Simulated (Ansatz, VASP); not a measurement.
Nb in VASP and in Ansatz

Contents of INCAR:

```
ALGO = Fast
EDIFF = 1E-6
EDIFFG = -0.01
ENCUT = 600
GGA = RE
IBRION = 2
ISIF = 3
ISMEAR = -1
LASPH = T
LCHARG = F
LREAL = F
LWAVE = F
NELM = 80
NSW = 80
PREC = Accurate
SIGMA = 0.1
```

File KPOINTS:

```
k-points
0
Gamma
  13 13 13
```

File POSCAR:

```
Nb
1.0
    0.0000000000      2.0791217165      2.0791217165
    2.0791217165      0.0000000000      2.0791217165
    2.0791217165      2.0791217165      0.0000000000
Nb
1
Direct
    0.0000000000      0.0000000000      0.0000000000
```

Input for Ansatz:

```yaml
crystal:
  lattice:
    - [0.0, 2.0791217165, 2.0791217165]
    - [2.0791217165, 0.0, 2.0791217165]
    - [2.0791217165, 2.0791217165, 0.0]
  atoms:
    - { symbol: Nb, position: [0.0, 0.0, 0.0] }
hamiltonian:
  xc: revpbe
  pseudopotentials:
    kind: paw
    azcp:
      Nb: "pseudopotentials/Nb.paw.azcp"
basis:
  ecutwfc: 420
  fft_grid_basis: typed
kpoints:
  mp_grid: { grid: [13, 13, 13], shift: [0, 0, 0] }
magnetization:
  spin_polarized: false
scf:
  occupations: { method: fermi_dirac, width: 0.1 }
relax:
  max_steps: 60
  f_tol: 0.01
  cell: {}
```

The cell was built by a generator and needn't be a form met in nature.

Alike in both runs: task relaxation of cell and atoms; functional revPBE; k mesh 13 × 13 × 13; occupations fermi-dirac, width 0.1 eV; no spin polarisation.

|  | VASP | Ansatz |
| --- | --- | --- |
| version | VASP 6.6.1 | Ansatz 0.2.0 |
| potentials or method | VASP PAW PBE potentials, release 64 (Nb_sv) | plane waves (420 eV) with PAW, scalar-relativistic |
| plane-wave cutoff (eV) | 600 | 420 |
| valence electrons in the cell | 13 | 13 |

```csv
,VASP,Ansatz,Ansatz less VASP
relaxed volume (Å³/atom),18.99,19.03,+0.047
relaxed cell length with the largest relative difference (Å),2.994,2.997,+0.0025
energy change over the relaxation (meV/atom),-29,-32,-2.2
```

Caveats: the PAW data sets were made with another functional, which shifts forces and pressure a little (VASP).
